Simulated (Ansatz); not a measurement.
# What a change of settings does to a run on Be

The cell is built from the fcc type as a first guess.

First run: DFT, PBE, PAW with Ansatz's default frozen-core files, scalar-relativistic (Ansatz 0.2.0).

```yaml
crystal:
  lattice:
    - [0.0, 1.7717639764, 1.7717639764]
    - [1.7717639764, 0.0, 1.7717639764]
    - [1.7717639764, 1.7717639764, 0.0]
  atoms:
    - { symbol: Be, position: [0.0, 0.0, 0.0] }
kpoints:
  mp_grid: { grid: [20, 20, 20] }
scf:
  occupations: { method: fermi_dirac, width: 0.08 }
hamiltonian:
  xc: pbe
  pseudopotentials: { kind: paw }
output:
  forces: true
  stress: true
relax:
  f_tol: 0.005
  max_steps: 80
  cell: {}
```

Result: converged; relaxed volume 7.873 Å³/atom; 24 SCF iterations in all.

A second input differs as follows:

```diff
@@ -10,7 +10,9 @@
 scf:
   occupations: { method: fermi_dirac, width: 0.08 }
+  max_iter: 50
 hamiltonian:
   xc: pbe
   pseudopotentials: { kind: paw }
+  hubbard: { sites: [{ species: Be, l: f, u_eff: 30.0 }] }
 output:
   forces: true
```

Task: What is wrong with it, and what does the program do?

Result: The fault is a U on a shell that isn't there. The run refused before any iteration. The log ends:
```
Error: inconsistent input (hamiltonian.hubbard.sites[].l, hamiltonian.hubbard.sites[].shell): the file of Be doesn't list 4f, and it can't be added: PBE doesn't bind the shell 4f of the free atom, whose level lies at +1.11 eV. Type an atom or ion with it (hamiltonian.pseudopotentials.projection_atoms), take another file or name another shell
```
